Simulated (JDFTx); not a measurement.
The system is Os.

```
Os
1.0
     2.73410    0.00000    0.00000
    -1.36705    2.36780    0.00000
     0.00000    0.00000    4.31970
Os
2
Direct
  0.66667 0.33333 0.75000
  0.33333 0.66667 0.25000
```

Base run:

```yaml
Program: JDFTx 1.7.0 (patched build)
Functional: RPBE
Potentials_or_basis: PseudoDojo-SR-PBE-0.5-standard with smoothed tails
Cutoff: 1007 eV
Density_cutoff: 8055 eV
k_mesh: 11 × 11 × 6
Occupations: fermi-dirac, width 0.05 eV
Spin: no spin polarisation
```

Its results: band gap on the k mesh none (metal or under the smearing width); pressure 12.2 GPa.

Q: The run is repeated on the same cell with these changes: functional from RPBE to revPBE. What comes out?

A: Band gap on the k mesh none (metal or under the smearing width); pressure 11.1 GPa.

Caveats: the potentials were made for another functional, which shifts forces and pressure.
